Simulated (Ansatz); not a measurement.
# PbSe: the cost of one run

Program: Ansatz 0.2.0. Level of theory: reference: DFT, HSE06, plane waves, PAW. These are calculated values, not measurements.

9 further runs of the same task are left out: 1 for a known fault of the program, 8 that didn't finish.

**1. The structure to begin with**

Symmetry: F-43m, No. 216, cubic system. Conventional cell: a = 6.846 Å, b = 6.846 Å, c = 6.846 Å, α = 90.00°, β = 90.00°, γ = 90.00°. Around Pb (site symmetry -43m) lie 4 Se at 2.96 Å. Se (site symmetry -43m) is surrounded by 4 Pb at 2.96 Å.

As a file:

```xyz
2
Lattice="0.0000 3.4232 3.4232 3.4232 0.0000 3.4232 3.4232 3.4232 0.0000" Properties=species:S:1:pos:R:3 pbc="T T T"
Pb    0.0000    0.0000    0.0000
Se    1.7116    1.7116    1.7116
```

**2. Baseline**

Contents of input.yaml:

```yaml
crystal:
  lattice:
    - [0.0, 3.423204131, 3.423204131]
    - [3.423204131, 0.0, 3.423204131]
    - [3.423204131, 3.423204131, 0.0]
  atoms:
    - { symbol: Pb, position: [0.0, 0.0, 0.0] }
    - { symbol: Se, position: [0.25, 0.25, 0.25] }
kpoints:
  mp_grid: { grid: [4, 4, 4] }
hamiltonian:
  xc: hse06
scf:
  occupations: { method: fixed }
  n_extra_bands: 4
output:
  forces: true
  stress: true
  eigenvalues: true
```

The run is started by

```sh
ansatz run input.yaml --threads 4 --pin off --max-ram 3686MiB --backend cpu --events-out ev --progress --plain --runs-dir out
```

What time and memory should one allow on 4 threads of an x86-64 CPU, shared host?

About 25 s, with a peak of 1.1 GiB.
